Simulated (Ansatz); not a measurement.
# Eu (hcp type): the cost of one run

Computed with Ansatz 0.2.0 (DFT PBE, with the methods named in each step, unless a step's input says otherwise).

2 further runs of the same task are left out: 2 that didn't finish. Runs told in other sessions of the task aren't counted.

**1. The starting structure**

The structure is hexagonal, space group P6_3/mmc (No. 194). Conventional cell: a = 3.929 Å, b = 3.929 Å, c = 6.302 Å, α = 90.00°, β = 90.00°, γ = 120.00°. Eu (site symmetry -6m2) has 12 Eu at 3.88 to 3.93 Å in its first shell of neighbours.

Structure file:

```
CELL_PARAMETERS angstrom
3.92867 0.00000 0.00000
-1.96433 3.40233 0.00000
0.00000 0.00000 6.30232
ATOMIC_POSITIONS crystal
Eu 0.33333 0.66667 0.25000
Eu 0.66667 0.33333 0.75000
```

Whether this phase is the stable one at these pressures isn't tested.

Atoms are numbered in the order of the input: Eu1, Eu2.

**2. The reference volume, LAPW**

input.yaml reads:

```yaml
crystal:
  lattice:
    - [3.9286687184, 0.0, 0.0]
    - [-1.9643343592, 3.4023269132, 0.0]
    - [0.0, 0.0, 6.3023186568]
  atoms:
    - { symbol: Eu, position: [0.3333333333, 0.6666666667, 0.25], spin: 7.0 }
    - { symbol: Eu, position: [0.6666666667, 0.3333333333, 0.75], spin: 7.0 }
magnetization:
  spin_polarized: true
kpoints:
  mp_grid: { grid: [12, 12, 7] }
  band_path:
    path:
      - [0.0, 0.0, 0.0]
      - [0.5, 0.0, 0.0]
      - [0.3333333333, 0.3333333333, 0.0]
      - [0.0, 0.0, 0.0]
      - [0.0, 0.0, 0.5]
      - [0.5, 0.0, 0.5]
      - [0.3333333333, 0.3333333333, 0.5]
      - [0.0, 0.0, 0.5]
      - [0.5, 0.0, 0.5]
    npoints: 14
scf:
  occupations: { method: fermi_dirac, width: 0.1 }
hamiltonian:
  xc: pbe
  pseudopotentials: { kind: all_electron, lapw: { basis_error: 0.001 } }
output:
  forces: true
  stress: true
  eigenvalues: true
  populations: true
  dos: { projected: true, de: 0.2, e_range: [-14, 8] }
```

Command:

```bash
$ ansatz run input.yaml --threads 1 --pin off --max-ram 3072MiB --backend cpu --events-out ev --progress --plain --runs-dir out
```

**Question.** How long does this run take on 1 thread of Arm Neoverse V1, shared host, and how much memory does it need?

About 2.5 min, with a peak of 0.65 GiB.
